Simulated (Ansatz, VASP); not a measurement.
## One calculation of MgO, two programs

INCAR

```
PREC = Accurate
ENCUT = 520
EDIFF = 1E-6
ISMEAR = 0
SIGMA = 0.05
LREAL = F
LASPH = T
NELM = 60
ALGO = Normal
ISIF = 2
LWAVE = F
LCHARG = F
NBANDS = 11
```

Contents of KPOINTS:

```
Automatic mesh
0
Gamma
  9 9 8
```

Contents of POSCAR:

```
MgO
1.0
    2.8498802763      0.0000000000      0.0000000000
   -1.4249401382      2.4680687170      0.0000000000
    0.0000000000      0.0000000000      2.6394848000
Mg O
1 1
Direct
    0.0000000000      0.0000000000      0.0000000000
    0.3333333333      0.6666666667      0.5000000000
```

Input for Ansatz:

```yaml
crystal:
  lattice:
    - [2.8498802763, 0.0, 0.0]
    - [-1.4249401382, 2.468068717, 0.0]
    - [0.0, 0.0, 2.6394848]
  atoms:
    - { symbol: Mg, position: [0.0, 0.0, 0.0] }
    - { symbol: O, position: [0.3333333333, 0.6666666667, 0.5] }
basis:
  ecutwfc: 420
kpoints:
  mp_grid: { grid: [9, 9, 8] }
hamiltonian:
  xc: lda
scf:
  occupations: { method: gaussian, width: 0.05 }
output:
  forces: true
  stress: true
  eigenvalues: true
```

Change from the starting cell: strain -0.030 along x and y, -0.015 along z, atoms carried along.

Alike in both runs: task single point; functional LDA; k mesh 9 × 9 × 8; occupations gaussian, width 0.05 eV; no spin polarisation.

|  | VASP | Ansatz |
| --- | --- | --- |
| version | VASP 6.6.1 | Ansatz 0.2.0 |
| potentials or method | VASP PAW LDA potentials, release 64 (Mg, O) | scalar-relativistic, plane waves, PAW |
| plane-wave cutoff (eV) | 520 | 420 |
| valence electrons in the cell | 8 | 16 |

```tsv
	VASP	Ansatz	Ansatz less VASP
gap on the k mesh at the Fermi level (eV)	3.55	3.55	+0.003
least direct gap on the mesh (eV)	4.07	4.07	-0.003
pressure (GPa)	-0.7	1.0	+1.72
largest component of the traceless stress (GPa)	5.27	4.97	-0.303
```

The two sets of potentials don't hold the same shells in valence.

Caveats: an odd mesh through Γ misses points on the zone boundary, where band edges often lie.
